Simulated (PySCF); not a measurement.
A species of formula C7H8 has this rotational fingerprint, computed with PBE0/pcSseg-1 in PySCF (dipole) on a GFN2-xTB geometry, gas phase:

```
Rotational constants : A = 4331, B = 3719, C = 3291 MHz
Dipole components    : |μa| = 0.00 D, |μb| = 0.00 D, |μc| = 0.09 D
Inertial defect      : -99.03 u·Å²
κ                    : -0.18
```

**Question.** Which structure is it? (One computed conformer of each.)
A. `C1=C[C@H]2C=C[C@@H]1C2`
B. `Cc1ccccc1`

**Answer.** A. It is C1=C[C@H]2C=C[C@@H]1C2, an asymmetric top, point group C2v. The candidates at the same level (rigid rotor, commonest isotopes):

```tsv
SMILES	A (MHz)	B (MHz)	C (MHz)	μa (D)	μb (D)	μc (D)	Δ (u·Å²)	point group	rotor
C1=C[C@H]2C=C[C@@H]1C2	4331	3719	3291	0.00	0.00	0.09	-99.03	C2v	asymmetric top
Cc1ccccc1	5609	2560	1777	0.41	0.04	0.04	-3.12	–	asymmetric top
```

`Cc1ccccc1` has C 46 % too low. In the right answer the symmetry axis of this C2v structure is c, so μa and μb vanish by symmetry. No structure here is proved a minimum.
